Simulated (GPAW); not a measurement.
Set up this calculation in GPAW 26.7.0, as an ASE script.

```
Task                : single point
Functional          : PBE
Potentials or basis : JTH PAW 2.0, PBE
Cutoff              : 650 eV
Basis               : pw
k mesh              : 6 × 6 × 6
Occupations         : fermi-dirac, width 0.05 eV
Spin                : no spin polarisation
Hubbard terms       : Ti d U = 3 eV
Maxiter             : 80
Data set            : Ba jth, O jth, Ti jth
```

BaTiO3:

```
Ba Ti O
1.0
     3.99980    0.00000    0.00000
     0.00000    3.99980    0.00000
     0.00000    0.00000    4.01800
Ba Ti O
1 1 3
Direct
  0.00000 0.00000 0.00000
  0.50000 0.50000 0.49000
  0.00000 0.50000 0.51700
  0.50000 0.00000 0.51700
  0.50000 0.50000 0.01900
```

The input as run:

run.py

```python
from ase.dft.bandgap import bandgap
from ase.io import write
from ase.spacegroup import crystal
from ase.units import GPa
from gpaw import GPAW, PW, setup_paths

setup_paths.insert(0, '.')

# Ba 1a
# Ti 1b
# O 2c
# O 1b
atoms = crystal(['Ba', 'Ti', 'O', 'O'],
                basis=[[0.0, 0.0, 0.0],
                       [0.5, 0.5, 0.49],
                       [0.0, 0.5, 0.517],
                       [0.5, 0.5, 0.019]],
                spacegroup=99, setting=1,  # P4mm
                cellpar=[3.9998, 3.9998, 4.018, 90.0, 90.0, 90.0],
                primitive_cell=True)

calc = GPAW(mode=PW(650),
            xc='PBE',
            kpts={'size': (6, 6, 6), 'gamma': True},
            occupations={'name': 'fermi-dirac', 'width': 0.05},
            setups={'Ba': 'jth', 'O': 'jth', 'Ti': 'jth:d,3.0'},
            nbands=-16,
            convergence={'density': 1e-05, 'energy': 1e-05},
            maxiter=80,
            txt='gpaw.txt')
atoms.calc = calc
energy = atoms.get_potential_energy()
forces = atoms.get_forces()
stress = atoms.get_stress()
calc.write('gs.gpw')
write('result.traj', atoms)
print(f'Energy: {energy:.6f} eV')
print('Forces (eV/A):')
print(forces.round(4))
print('Stress (GPa):', (stress / GPa).round(3))
print('Fermi level:', round(calc.get_fermi_level(), 4), 'eV')
print(f'Gap: {bandgap(calc)[0]:.4f} eV, direct: {bandgap(calc, direct=True)[0]:.4f} eV')
```

Potentials or basis: JTH PAW 2.0, PBE, pw.

Run with:

```bash
$ OMP_NUM_THREADS=1 python run.py
```

It gave:

```json
{"Pressure": "5.5 GPa", "Largest force": "0.300 eV/Å", "Band gap on the k mesh": "2.29 eV, indirect (least direct gap 2.59 eV)"}
```

Caveat: the cutoff is short for stress and forces, so pressures can be off by a GPa or more; this set's barium file shifts pressures by 1.5 GPa and gaps by 0.1 eV against other sets; the program truncates these outside data sets; spin-orbit coupling is left out, which moves the levels of the heavy elements.

Run time: 85 s on 1 thread of Arm Neoverse V1, with other jobs on the host, peak memory 0.24 GiB.
